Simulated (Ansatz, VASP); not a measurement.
One calculation of Ga3O2, two programs

Contents of INCAR:

```
SYSTEM = Ga3O2
PREC = Accurate
ENCUT = 600
EDIFF = 1E-7
ISMEAR = 0
SIGMA = 0.1
LREAL = .FALSE.
LASPH = .TRUE.
NELM = 100
ALGO = Normal
ISIF = 3
LWAVE = .FALSE.
LCHARG = .FALSE.
GGA = PE
IBRION = 2
NSW = 90
EDIFFG = -0.04
```

KPOINTS

```
Automatic mesh
0
G
  4 4 4
  0 0 0
```

File POSCAR:

```
Ga3O2
1.0
    4.1451982300      0.0000000000      0.0000000000
    0.0000000000      4.1451982300      0.0000000000
    0.0000000000      0.0000000000      4.1451982300
Ga O
3 2
Direct
    0.0000000000      0.5000000000      0.5000000000
    0.5000000000      0.0000000000      0.5000000000
    0.5000000000      0.5000000000      0.0000000000
    0.0000000000      0.0000000000      0.0000000000
    0.5000000000      0.5000000000      0.5000000000
```

Input for Ansatz:

```yaml
crystal:
  lattice:
    - [4.14519823, 0.0, 0.0]
    - [0.0, 4.14519823, 0.0]
    - [0.0, 0.0, 4.14519823]
  atoms:
    - { symbol: Ga, position: [0.0, 0.5, 0.5] }
    - { symbol: Ga, position: [0.5, 0.0, 0.5] }
    - { symbol: Ga, position: [0.5, 0.5, 0.0] }
    - { symbol: O, position: [0.0, 0.0, 0.0] }
    - { symbol: O, position: [0.5, 0.5, 0.5] }
basis:
  ecutwfc: 420
kpoints:
  mp_grid: { grid: [4, 4, 4] }
hamiltonian:
  xc: pbe
scf:
  occupations: { method: gaussian, width: 0.1 }
  lower_state_search: "off"
output:
  forces: true
  stress: true
  eigenvalues: true
relax:
  adjacent_minimum: "off"
  f_tol: 0.04
  max_steps: 70
  cell: { stress_tol: 0.4 }
```

Alike in both runs: task relaxation of cell and atoms; functional PBE; k mesh 4 × 4 × 4; occupations gaussian, width 0.1 eV; no spin polarisation.

```csv
,VASP,Ansatz
version,VASP 6.6.1,Ansatz 0.2.0
potentials or method,"VASP PAW PBE potentials, release 64 (Ga_d, O)","scalar-relativistic, plane waves, PAW"
plane-wave cutoff (eV),600,420
valence electrons in the cell,51,51
```

|  | VASP | Ansatz | Ansatz less VASP |
| --- | --- | --- | --- |
| gap on the k mesh at the Fermi level, each at its own relaxed structure (eV) | none | none | - |
| relaxed volume (Å³/atom) | 17.27 | 17.21 | -0.057 |
| relaxed cell length with the largest relative difference (Å) | 4.420 | 4.415 | -0.0049 |
| energy change over the relaxation (meV/atom) | -132 | -129 | +3.4 |

A gap of «none» marks a metal or a gap that the smearing closes.

Caveats: the k mesh is coarse (spacing up to 0.38 Å⁻¹), so the values aren't converged; the volume moved by over 15 % at a fixed basis, so the end points are rough (VASP); an odd number of electrons without spin polarisation forces a metal; a magnetic or distorted state may lie lower.
